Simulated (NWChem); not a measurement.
# C3H9N (SMILES CCCN) at wB97X/6-31G(d) (spherical functions)

Aim: the vertical ionisation energy of C3H9N at wB97X/6-31G* (spherical functions), from 2 runs. 

The results are computed with NWChem 7.3.0.

**1. The molecule**

C3H9N has 13 atoms, charge 0, and is taken as a singlet. SMILES: `CCCN`. The shape is that of a PBE0-D4/def2-TZVP optimisation. This is one conformer, not always the lowest.

Bond lengths: C1–C2 1.519 Å, C2–C3 1.526 Å, C3–N4 1.453 Å, C1–H5 1.092 Å, C1–H6 1.094 Å, C1–H7 1.093 Å, C2–H8 1.097 Å, C2–H9 1.096 Å, C3–H10 1.096 Å, C3–H11 1.095 Å, N4–H12 1.013 Å, N4–H13 1.012 Å. Some angles: C1–C2–C3 113.6°, C2–C3–N4 116.6°, C1–C2–H8 109.8°, C1–C2–H9 109.6°, C3–C2–H8 108.9°, C3–C2–H9 108.5°, C2–C1–H5 111.5°, C2–C1–H6 111.0°, C2–C1–H7 111.6°, C2–C3–H10 109.2°.

**2. A single-point energy at wB97X/6-31G(d) (spherical functions)**

The input, c3h9n.nw:

```
start c3h9n
memory stack 880 mb heap 220 mb global 1100 mb

geometry units atomic noautosym nocenter noautoz
  C   -2.60385363   0.41914125   0.96319341
  C   -0.56370530  -1.49042699   0.30802536
  C    2.07699798  -0.34449707   0.12774549
  N    2.46420287   1.55429974  -1.81697167
  H   -4.45786393  -0.47526612   1.11134793
  H   -2.20568833   1.34038274   2.77128336
  H   -2.75314199   1.89577325  -0.47432126
  H   -1.01988519  -2.41431410  -1.49080494
  H   -0.53403660  -2.99086954   1.73590242
  H    2.57324006   0.51079297   1.94755174
  H    3.45215168  -1.85778975  -0.18519316
  H    2.01482599   0.85302237  -3.54096881
  H    1.34000479   3.07326160  -1.52274131
end

basis "ao basis" spherical bse
  * library 6-31G*
end

dft
  xc wb97x
  mult 1
  grid medium
  convergence energy 1e-08
  maxiter 100
  mulliken
  noprint "final vectors analysis"
end

task dft energy
```

Command:

```console
$ nwchem c3h9n.nw > c3h9n.out
```

The program printed:

```text
[...]
          Wavefunction type:  closed shell.
          No. of atoms     :    13
          No. of electrons :    34
[...]
          Charge           :     0
          Spin multiplicity:     1
[...]
          AO basis - number of functions:    74
[...]
              XC Information
              --------------
                       wb97x  Method XC Functional
                     Hartree-Fock (Exact) Exchange  1.000
                         wb97x Exchange Functional  1.000
                      wb97x Correlation Functional  1.000
[...]
 d= 0,ls=0.0,diis     1   -174.3880910703 -3.08D+02  6.56D-03  3.59D-01     7.7
[...]
 d= 0,ls=0.0,diis     9   -174.4328140742 -5.61D-09  2.90D-06  4.51D-09    88.4
         Total DFT energy =     -174.432814074158
      One electron energy =     -498.412263634222
           Coulomb energy =      216.912376677507
    Exchange-Corr. energy =      -26.567661020922
 Nuclear repulsion energy =      133.634733903479
[...]
      Total Density - Mulliken Population Analysis
     ---------------------------------------------
    Atom       Charge   Shell Charges
 -----------   ------   -------------------------------------------------------
    1 C    6     6.48   2.00  0.65  2.12  0.63  1.04  0.04
    2 C    6     6.29   2.00  0.65  2.10  0.58  0.91  0.04
    3 C    6     6.16   2.00  0.66  2.07  0.55  0.82  0.06
    4 N    7     7.73   2.00  0.77  2.50  0.84  1.59  0.03
    5 H    1     0.84   0.52  0.31
    6 H    1     0.84   0.52  0.32
    7 H    1     0.86   0.52  0.33
    8 H    1     0.86   0.53  0.34
    9 H    1     0.85   0.52  0.33
   10 H    1     0.85   0.53  0.32
[...]
```

Run time: 89 s. Hardware: 1 thread of Intel Xeon Platinum 8175M at 2.50GHz (Skylake/Cascade Lake), shared host; peak memory 0.11 GiB.

**3. The doublet cation at the same level**

The input, c3h9n.nw:

```
start c3h9n
title "C3H9N"
memory 2200 mb
charge 1
geometry noautosym nocenter noautoz
C     -1.377900     0.221800     0.509700
C     -0.298300    -0.788700     0.163000
C      1.099100    -0.182300     0.067600
N      1.304000     0.822500    -0.961500
H     -2.359000    -0.251500     0.588100
H     -1.167200     0.709300     1.466500
H     -1.456900     1.003200    -0.251000
H     -0.539700    -1.277600    -0.788900
H     -0.282600    -1.582700     0.918600
H      1.361700     0.270300     1.030600
H      1.826800    -0.983100    -0.098000
H      1.066200     0.451400    -1.873800
H      0.709100     1.626300    -0.805800
end
basis spherical bse
C library 6-31G*
N library 6-31G*
H library 6-31G*
end
dft
xc wb97x
mult 2
grid medium
convergence energy 1e-08
maxiter 100
mulliken
noprint "final vectors analysis"
end
task dft energy
```

Command:

```console
$ nwchem c3h9n.nw > c3h9n.out
```

The program printed:

```text
[...]
          Wavefunction type:  spin polarized.
          No. of atoms     :    13
          No. of electrons :    33
[...]
          Charge           :     1
          Spin multiplicity:     2
[...]
          AO basis - number of functions:    74
[...]
              XC Information
              --------------
                       wb97x  Method XC Functional
                     Hartree-Fock (Exact) Exchange  1.000
                         wb97x Exchange Functional  1.000
                      wb97x Correlation Functional  1.000
[...]
 d= 0,ls=0.0,diis     1   -174.0187285003 -3.08D+02  4.27D-03  1.59D-01    10.1
[...]
 d= 0,ls=0.0,diis    13   -174.0958631035 -4.17D-09  2.62D-07  9.01D-11   118.8
[...]
         Total DFT energy =     -174.095863103522
      One electron energy =     -489.894623889126
           Coulomb energy =      208.380681482875
    Exchange-Corr. energy =      -26.216664231521
 Nuclear repulsion energy =      133.634743534250
[...]
      Total Density - Mulliken Population Analysis
     ---------------------------------------------
    Atom       Charge   Shell Charges
 -----------   ------   -------------------------------------------------------
    1 C    6     6.51   2.00  0.65  2.13  0.66  1.04  0.03
    2 C    6     6.34   2.00  0.66  2.09  0.63  0.92  0.04
    3 C    6     6.28   2.00  0.67  2.09  0.61  0.86  0.05
    4 N    7     7.40   2.00  0.81  2.43  0.85  1.28  0.04
    5 H    1     0.75   0.51  0.24
    6 H    1     0.79   0.52  0.28
    7 H    1     0.84   0.52  0.32
    8 H    1     0.78   0.52  0.26
    9 H    1     0.73   0.51  0.23
   10 H    1     0.73   0.51  0.22
[...]
      <S2> =      0.7550 (Exact =     0.7500)
[...]
```

Wall time 2 min (1 thread of Intel Xeon Platinum 8175M at 2.50GHz (Skylake/Cascade Lake), shared host); peak memory 0.11 GiB.

**4. Results**

At wB97X/6-31G* (spherical functions):

| quantity | value |
| --- | --- |
| singlet C3H9N: total energy | -174.43281 Eh |
| singlet C3H9N: dipole moment | 1.45 D |
| doublet cation: total energy | -174.09586 Eh |
| doublet cation: ⟨S²⟩ | 0.755 |
| vertical ionisation energy (to the doublet cation) | 9.169 eV |

What this shows: The vertical ionisation energy comes to 9.17 eV (885 kJ/mol).
